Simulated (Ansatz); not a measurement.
The system is As.

```
As
1.0
     1.88080    1.08588    3.51406
    -1.88080    1.08588    3.51406
     0.00000   -2.17176    3.51406
As
2
Cartesian
  0.0000 0.0000 2.3825
  0.0000 0.0000 8.1597
```

Program: Ansatz 0.2.0. Alike in all runs: potentials or basis Ansatz PAW; no spin polarisation; cell as given; smearing fermi-dirac 0.05 eV.

Task: Order these runs on this cell by their pressure, lowest first.
A. level r2SCAN0; k mesh 5 × 5 × 5; cutoff (eV) 500; share of exact exchange 0.25
B. level r2SCAN0 form with a typed share of exact exchange; k mesh 5 × 5 × 5; cutoff (eV) 500; share of exact exchange 0.5
C. level PBE; k mesh 9 × 9 × 9; cutoff (eV) 420; points for each segment of the path 14

Result: B (-1.7 GPa), A (-0.2 GPa), C (3.7 GPa).

Caveats: the PAW data sets come from PBE, with cores solved anew for the run's functional, which leaves a small shift of forces and pressure (some runs); the thresholds are loose for stress (some runs).
